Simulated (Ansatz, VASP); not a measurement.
Cu: VASP beside Ansatz

The input INCAR:

```
PREC = Accurate
ENCUT = 520
EDIFF = 1E-6
ISMEAR = -1
SIGMA = 0.05
LREAL = F
LASPH = T
NELM = 80
ALGO = Fast
ISIF = 2
LWAVE = F
LCHARG = T
GGA = RE
LELF = T
LVHAR = T
NBANDS = 12
```

File KPOINTS:

```
regular mesh
0
Gamma
  13 13 13
```

File POSCAR:

```
Cu
1.0
    0.0000000000      1.7830713297      1.7830713297
    1.7830713297      0.0000000000      1.7830713297
    1.7830713297      1.7830713297      0.0000000000
Cu
1
Direct
    0.0000000000      0.0000000000      0.0000000000
```

input.yaml

```yaml
crystal:
  lattice:
    - [0.0, 1.7830713297, 1.7830713297]
    - [1.7830713297, 0.0, 1.7830713297]
    - [1.7830713297, 1.7830713297, 0.0]
  atoms:
    - { symbol: Cu, position: [0.0, 0.0, 0.0] }
hamiltonian:
  xc: revpbe
  pseudopotentials: { kind: paw }
kpoints:
  mp_grid: { grid: [13, 13, 13] }
scf:
  occupations: { method: fermi_dirac, width: 0.05 }
output:
  forces: true
  stress: true
  eigenvalues: true
  write_density: true
  write_potential: true
  elf: true
  volumetric_format: npy
```

Alike in both runs: task single point; functional revPBE; k mesh 13 × 13 × 13; occupations fermi-dirac, width 0.05 eV; no spin polarisation.

```csv
,VASP,Ansatz
version,VASP 6.6.1,Ansatz 0.2.0
potentials or method,"VASP PAW PBE potentials, release 64 (Cu)",Ansatz PAW
plane-wave cutoff (eV),520,420
valence electrons in the cell,11,19
```

```tsv
	VASP	Ansatz	Ansatz less VASP
gap on the k mesh at the Fermi level (eV)	none	none	-
pressure (GPa)	13.0	12.2	-0.75
```

A gap of «none» marks a metal or a gap that the smearing closes. The functional is the same, so the differences come from potentials, cutoffs and numerics. The two sets of potentials don't hold the same shells in valence.

Caveats: the PAW data sets were made with another functional, which shifts forces and pressure a little (VASP); the PAW data sets come from PBE, with cores solved anew for the run's functional, which leaves a small shift of forces and pressure (Ansatz).
